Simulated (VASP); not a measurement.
# Ca (P6_3/mmc) in VASP: further runs

One crystal, Ca, is run at these levels: PBE; tasks: single point.

Everything below comes from runs of VASP 6.6.1. Logs are shortened: lines on timing, memory, paths and dates and some standing lists are left out, and cuts for length are marked.

**1. Starting point**

The structure is hexagonal, space group P6_3/mmc (No. 194). The conventional cell has a = 3.980 Å, b = 3.980 Å, c = 6.520 Å, α = 90.00°, β = 90.00°, γ = 120.00°. Around Ca (site symmetry -6m2) lie 12 Ca at 3.98 to 3.99 Å.

This isn't the form of Ca at room conditions, which is fcc.

**2. Single point, PBE**

The input, INCAR:

```
  PREC = Accurate
  ENCUT = 460
  EDIFF = 1E-6
  ISMEAR = 1
  SIGMA = 0.1
  LREAL = F
  LASPH = T
  NELM = 100
  ALGO = Normal
  ISIF = 2
  LWAVE = F
  LCHARG = F
  GGA = PE
  NBANDS = 17
  ADDGRID = F
```

The input, KPOINTS:

```
regular mesh
0
Gamma
  8 8 5
```

The input, POSCAR:

```
Ca
1.0
    3.9800000000      0.0000000000      0.0000000000
   -1.9900000000      3.4467811071      0.0000000000
    0.0000000000      0.0000000000      6.5200000000
Ca
2
Direct
    0.6666666667      0.3333333333      0.7500000000
    0.3333333333      0.6666666667      0.2500000000
```

Potentials or basis: VASP PAW PBE potentials, release 64 (Ca_sv).

The run is started by

```
$ cat potpaw_PBE.64/Ca_sv/POTCAR > POTCAR
$ mpirun -np 1 vasp_std > vasp.out
```

OUTCAR:

```text
PREC = Accurate
   ENCUT = 460
   EDIFF = 1E-6
   ISMEAR = 1
   LREAL = F
   LASPH = T
   NELM = 100
   ISIF = 2
   GGA = PE

 Found     30 irreducible k-points:

 Following reciprocal coordinates:
            Coordinates               Weight
  0.000000  0.000000  0.000000      1.000000
  0.125000  0.000000  0.000000      6.000000
  0.250000  0.000000  0.000000      6.000000
  0.375000  0.000000  0.000000      6.000000
  0.500000  0.000000  0.000000      3.000000
  0.125000  0.125000  0.000000      6.000000
   k-points           NKPTS =     30   k-points in BZ     NKDIM =     30   number of bands    NBANDS=     17
   number of dos      NEDOS =    301   number of ions     NIONS =      2
   total plane-waves  NPLWV =  37632
   dimension x,y,z NGX =    28 NGY =   28 NGZ =   48
   dimension x,y,z NGXF=    56 NGYF=   56 NGZF=   96
   ions per type =               2
   NGX,Y,Z   is equivalent  to a cutoff of  11.70, 11.70, 12.24 a.u.
   NGXF,Y,Z  is equivalent  to a cutoff of  23.39, 23.39, 24.48 a.u.
 SYSTEM =  unknown system
   PREC   = accura    normal or accurate (medium, high low for compatibility)
   ISTART =      0    job   : 0-new  1-cont  2-samecut
   ICHARG =      2    charge: 1-file 2-atom 10-const
   ISPIN  =      1    spin polarized calculation?
   LNONCOLLINEAR =      F non collinear calculations
   LSORBIT =      F    spin-orbit coupling
   LASPH  =      T    aspherical Exc in radial PAW
   ENCUT  =  460.0 eV  33.81 Ry    5.81 a.u.   6.96  6.96 11.40*2*pi/ulx,y,z
   NELM   =    100;   NELMIN=  2; NELMDL= -5     # of ELM steps
   EDIFF  = 0.1E-05   stopping-criterion for ELM
   LREAL  =      F    real-space projection
   EDIFFG = 0.1E-04   stopping-criterion for IOM
   NSW    =      0    number of steps for IOM
   IBRION =     -1    ionic relax: 0-MD 1-quasi-New 2-CG
   NFREE  =      0    steps in history (QN), initial steepest desc. (CG)
   ISIF   =      2    stress and relaxation
   ISYM   =      2    0-nonsym 1-usesym 2-fastsym
   POTIM  = 0.5000    time-step for ionic-motion
   TEBEG  =    0.0;   TEEND  =   0.0 temperature during run
   PSTRESS=    0.0 pullay stress
   NELECT =      20.0000    total number of electrons
   NUPDOWN=      -1.0000    fix difference up-down
   EMIN   =  10.00;   EMAX   =-10.00  energy-range for DOS
   EFERMI =   0.00;   METHOD = LEGACY
   ISMEAR =     1;   SIGMA  =   0.10  broadening in eV -4-tet -1-fermi 0-gaus
   EFERMI_NEDOS =   21; number of points for ismear=-14 and -15
   IALGO  =     38    algorithm
   IMIX   =      4    mixing-type and parameters
     AMIX     =   0.40;   BMIX     =  1.00
     AMIX_MAG =   1.60;   BMIX_MAG =  1.00
  volume/ion in A,a.u.               =      44.72       301.79
  Fermi-wavevector in a.u.,A,eV,Ry     =   0.993657  1.877740 13.433783  0.987355
  Thomas-Fermi vector in A             =   2.125555
   LORBIT       =      0    0 simple, 1 ext, 2 COOP (PROOUT), +10 PAW based schemes
   GGA     = PE    functional components
   LHFCALC =     F    Hartree Fock is set to
   AEXX    =    0.0000 exact exchange contribution
   IVDW    =     0    specifies the selected vdW correction
   LEPSILON=     F    determine dielectric tensor
   LRPA    =     F    only Hartree local field effects (RPA)
 non-spin polarized calculation
 Methfessel and Paxton  Order N= 1 SIGMA  =   0.10
  energy-cutoff  :      460.00
  volume of cell :       89.44
 maximum number of plane-waves:      2017
 NGX is ok and might be reduce to    28

 number of electron      20.0000001 magnetization

 Free energy of the ion-electron system (eV)
  ---------------------------------------------------
  ext. energy  EPLUGINS =         0.00000000
  ---------------------------------------------------
  free energy    TOTEN  =        -3.84838776 eV

  energy without entropy =       -3.84980455  energy(sigma->0) =       -3.84886002

 E-fermi :   1.8127     XC(G=0):  -7.5584

 val. band max:        1.7684337209   @ k =   0.2500   0.2500   0.2000
 cond. band min:       1.8161273309   @ k =   0.2500   0.1250   0.0000
 fundamental gap:      0.0476936100
 Fermi energy:         1.8126980378

 k-point     1 :       0.0000    0.0000    0.0000
  band No.  band energies     occupation
      1     -40.4133      2.00000
      2     -40.4032      2.00000
      3     -21.4391      2.00000
      4     -21.3547      2.00000
      5     -21.3547      2.00000
      6     -21.3393      2.00000
      7     -21.3393      2.00000
      8     -21.3289      2.00000
      9      -2.1886      2.00000
     10       0.7510      2.00000
     11       1.5255      2.00038
     12       3.9673      0.00000
     13       3.9804      0.00000
     14       3.9804      0.00000
     15       4.2669      0.00000
     16       4.2669      0.00000
     17       4.6408      0.00000

 k-point     2 :       0.1250    0.0000    0.0000
  band No.  band energies     occupation
      1     -40.4119      2.00000
      2     -40.4025      2.00000
      3     -21.4337      2.00000
      4     -21.3671      2.00000
      5     -21.3586      2.00000
      6     -21.3521      2.00000
      7     -21.3415      2.00000
      8     -21.3310      2.00000
      9      -1.9629      2.00000
     10       0.9715      2.00000
     11       1.5596      2.00201
     12       3.5689     -0.00000
     13       4.0280      0.00000
     14       4.1417      0.00000
     15       4.2282      0.00000
     16       4.3990      0.00000
     17       4.4704      0.00000

 k-point     3 :       0.2500    0.0000    0.0000
  band No.  band energies     occupation
      1     -40.4085      2.00000
      2     -40.4010      2.00000
      3     -21.4192      2.00000
      4     -21.3974      2.00000
      5     -21.3825      2.00000
      6     -21.3678      2.00000
      7     -21.3470      2.00000
      8     -21.3375      2.00000
      9      -1.3133      2.00000
     10       1.5414      2.00085
     11       1.6765      2.06610
     12       2.8926     -0.00000
     13       3.5985     -0.00000
     14       3.8908      0.00000
     15       4.2145      0.00000
     16       4.5727      0.00000
     17       4.6030      0.00000

 k-point     4 :       0.3750    0.0000    0.0000
  band No.  band energies     occupation
      1     -40.4048      2.00000
      2     -40.3999      2.00000
      3     -21.4279      2.00000
      4     -21.4120      2.00000
      5     -21.4010      2.00000
      6     -21.3767      2.00000
      7     -21.3528      2.00000
      8     -21.3476      2.00000
      9      -0.3289      2.00000
     10       1.8795      0.10344
     11       2.0019     -0.02228
     12       2.0602     -0.00258
     13       3.3590     -0.00000
     14       3.4723     -0.00000
     15       3.9904      0.00000
     16       5.0721      0.00000
     17       5.2819      0.00000

 k-point     5 :       0.5000    0.0000    0.0000
  band No.  band energies     occupation
      1     -40.4030      2.00000
      2     -40.3997      2.00000
      3     -21.4407      2.00000
      4     -21.4240      2.00000
      5     -21.3905      2.00000
      6     -21.3803      2.00000
      7     -21.3553      2.00000
      8     -21.3548      2.00000
      9       0.6585      2.00000
     10       1.0685      2.00000
     11       2.0241     -0.01089
     12       2.1668     -0.00001
     13       3.0882     -0.00000
     14       3.6073     -0.00000
     15       3.9073      0.00000
     16       5.6284      0.00000
     17       5.6876      0.00000

 k-point     6 :       0.1250    0.1250    0.0000
  band No.  band energies     occupation
      1     -40.4096      2.00000
      2     -40.4015      2.00000
      3     -21.4237      2.00000
      4     -21.3850      2.00000
      5     -21.3781      2.00000
      6     -21.3617      2.00000
      7     -21.3479      2.00000
      8     -21.3353      2.00000
      9      -1.5246      2.00000
     10       1.3726      2.00000
     11       1.6376      2.03277
     12       3.1218     -0.00000
     13       3.6903     -0.00000
     14       4.0578      0.00000
     15       4.2671      0.00000
     16       4.3882      0.00000
     17       4.4801      0.00000

 [... further k-points ...]

------------------------ aborting loop because EDIFF is reached ----------------------------------------

  FORCE on cell =-STRESS in cart. coord.  units (eV):
  Direction    XX          YY          ZZ          XY          YZ          ZX
  --------------------------------------------------------------------------------------
  -------------------------------------------------------------------------------------
  Total       -0.5120619     -0.5120619     -0.3835801     -0.0000000      0.0000000      0.0000000
  in kB       -9.1725193     -9.1725193     -6.8710362     -0.0000000      0.0000000      0.0000000
  external PRESSURE =      -8.4053583 kB  Pullay stress =       0.0000000 kB

 VOLUME and BASIS-vectors are now :
 -----------------------------------------------------------------------------
  energy-cutoff  :      460.00
  volume of cell :       89.44
      direct lattice vectors                 reciprocal lattice vectors
     3.980000000  0.000000000  0.000000000     0.251256281  0.145062882  0.000000000
    -1.990000000  3.446781107  0.000000000     0.000000000  0.290125763  0.000000000
     0.000000000  0.000000000  6.520000000     0.000000000  0.000000000  0.153374233

 POSITION                                       TOTAL-FORCE (eV/Angst)
 -----------------------------------------------------------------------------------
      1.99000      1.14893      4.89000         0.000000     -0.000000      0.000000
     -0.00000      2.29785      1.63000        -0.000000      0.000000      0.000000
 -----------------------------------------------------------------------------------
    total drift:                                0.000000     -0.000000      0.000000

  FREE ENERGIE OF THE ION-ELECTRON SYSTEM (eV)
  ---------------------------------------------------
  free  energy   TOTEN  =        -3.8483877600 eV

  energy  without entropy=       -3.8498045477  energy(sigma->0) =       -3.84886002
```

Run time: 16 s. Hardware: 1 thread of Intel Xeon 6975P-C (Granite Rapids), shared host; peak memory 0.19 GiB.

These settings aren't checked as converged: the numbers below hold their error.

What came out:

```yaml
Free_energy: -3.8484 eV
Pressure: -0.8 GPa
Band_gap_on_the_k_mesh: none (metal or under the smearing width)
```

**3. Single point, PBE**

INCAR: that of step 2 with these lines changed.

```diff
@@ -1,3 +1,3 @@
   PREC = Accurate
-  ENCUT = 460
+  ENCUT = 220
   EDIFF = 1E-6
```

The input, KPOINTS:

```
regular mesh
0
Gamma
  12 12 7
```

POSCAR is that of step 2.

Potentials or basis: VASP PAW PBE potentials, release 64 (Ca_sv).

The run is started by

```
$ cat potpaw_PBE.64/Ca_sv/POTCAR > POTCAR
$ mpirun -np 1 vasp_std > vasp.out
```

It took 13 s on 1 thread of Intel Xeon 6975P-C (Granite Rapids), shared host; peak memory 0.14 GiB.

The run converged, but a check on its numbers failed (symmetry, net force, bounds or a known fault of this set-up), so they aren't taken as properties of the crystal.

Caveat: the cutoff lies under the usual one of these potentials, so the numbers hold a large basis-set error.

**4. Single point, PBE**

INCAR: that of step 3 with these lines changed.

```diff
@@ -1,3 +1,3 @@
   PREC = Accurate
-  ENCUT = 220
+  ENCUT = 520
   EDIFF = 1E-6
```

The input, KPOINTS:

```
regular mesh
0
Gamma
  8 8 5
```

POSCAR is that of step 3.

The run is started by

```
$ cat potpaw_PBE.64/Ca_sv/POTCAR > POTCAR
$ mpirun -np 1 vasp_std > vasp.out
```

Run time: 21 s. Hardware: 1 thread of Intel Xeon 6975P-C (Granite Rapids), shared host; peak memory 0.2 GiB.

The run converged, but some of its settings lie outside the range that counts as converged, so its numbers aren't taken as properties of the crystal.

What came out:

* Free energy: -3.8486 eV
* Pressure: -0.8 GPa
* Band gap on the k mesh: none (metal or under the smearing width)
